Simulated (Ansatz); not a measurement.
## Computed properties of CsCl

```xyz
2
Lattice="4.1230 0.0000 0.0000 0.0000 4.1230 0.0000 0.0000 0.0000 4.1230" Properties=species:S:1:pos:R:3 pbc="T T T"
Cs    0.0000    0.0000    0.0000
Cl    2.0615    2.0615    2.0615
```

Atoms are numbered in the order listed.

The cell is COD entry 9008789, as deposited and not checked against the literature; nothing was relaxed.

No spin–orbit coupling, which matters for the heavy atoms here.

Levels of theory: DFT, PBEsol, all-electron LAPW, scalar-relativistic (Ansatz 0.2.0); DFT, PBEsol, PAW with Ansatz's default frozen-core files, scalar-relativistic (Ansatz 0.2.0).

For LAPW: a Γ-centred 6×6×6 k mesh, Fermi–Dirac smearing of 0.03 eV, basis error target 1 meV/atom, no spin polarisation. PAW takes a cutoff of 420 eV at this cell (files made with PBE, cores remade for this functional). The Ansatz runs share mesh, smearing and spin set-up. Values come from LAPW unless marked.

```yaml
Löwdin_charges_with_0.09_e_of_the_cell_spilling_out_of_the_atomic_basis_so_their_sizes_and_signs_hang_on_that_basis: Cs1 0.80, Cl2 -0.72 e
Pressure_at_this_cell: -6.6 kbar
Volume_per_atom: 35.04 Å³
```

Bader charges (from the PAW run): what does the calculation give?

Cs1 +0.83, Cl2 -0.83 e.

Band gap: what does the calculation give?

5.06 eV, direct at Γ.
